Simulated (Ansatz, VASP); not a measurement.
One calculation of Ni, two programs

The input INCAR:

```
PREC     = Accurate       # precision mode
ENCUT    = 520            # plane-wave cutoff, eV
EDIFF    = 1E-7           # SCF threshold, eV
ISMEAR   = -1             # smearing method
SIGMA    = 0.05           # smearing width, eV
LREAL    = F              # projectors in reciprocal space
LASPH    = T              # aspherical terms in the spheres
NELM     = 120            # most SCF steps
ALGO     = Normal         # electronic algorithm
ISIF     = 2              # what is computed and relaxed
LWAVE    = F              # write WAVECAR
LCHARG   = F              # write CHGCAR
ISPIN    = 2              # spin polarisation
MAGMOM   = 1              # initial moments
LORBIT   = 11             # projections on sites
LMAXMIX  = 4              # l up to which the mixer works
GGA      = PE             # functional
NBANDS   = 15             # bands
```

File KPOINTS:

```
Automatic mesh
0
Gamma
  13 13 13
```

POSCAR

```
Ni
1.0
   -1.3554684528      1.3554684528      1.3554684528
    1.3554684528     -1.3554684528      1.3554684528
    1.3554684528      1.3554684528     -1.3554684528
Ni
1
Direct
    0.0000000000      0.0000000000      0.0000000000
```

The input input.yaml:

```yaml
crystal:
  lattice:
    - [-1.3554684528, 1.3554684528, 1.3554684528]
    - [1.3554684528, -1.3554684528, 1.3554684528]
    - [1.3554684528, 1.3554684528, -1.3554684528]
  atoms:
    - { symbol: Ni, position: [0.0, 0.0, 0.0], spin: 1.0 }
hamiltonian:
  xc: pbe
  pseudopotentials: { kind: paw }
magnetization:
  spin_polarized: true
kpoints:
  mp_grid: { grid: [13, 13, 13] }
scf:
  occupations: { method: fermi_dirac, width: 0.05 }
output:
  forces: true
  stress: true
  eigenvalues: true
  write_density: true
  write_potential: true
  elf: true
  volumetric_format: npy
```

Change from the starting cell: volume scaled by 0.94.

Alike in both runs: task single point; functional PBE; k mesh 13 × 13 × 13; occupations fermi-dirac, width 0.05 eV; collinear spin, ferromagnetic start.

|  | VASP | Ansatz |
| --- | --- | --- |
| version | VASP 6.6.1 | Ansatz 0.2.0 |
| potentials or method | VASP PAW PBE potentials, release 64 (Ni) | Ansatz PAW |
| plane-wave cutoff (eV) | 520 | 420 |
| valence electrons in the cell | 10 | 18 |

VASP gave:

| Quantity | Value |
| --- | --- |
| gap on the k mesh at the Fermi level (eV) | none |
| pressure (GPa) | 23.4 |
| net moment per atom (μB) | 0.50 |
| size of the moment on the site where the two differ most (μB) | 0.50 |

Q: Estimate Ansatz's values.

A: gap on the k mesh at the Fermi level (eV): none; pressure (GPa): 23.9; net moment per atom (μB): 0.53; size of the moment on the site where the two differ most (μB): 0.55.

Site moments also hang on the region over which each program counts them. A gap of «none» marks a metal or a gap that the smearing closes. The two sets of potentials don't hold the same shells in valence.
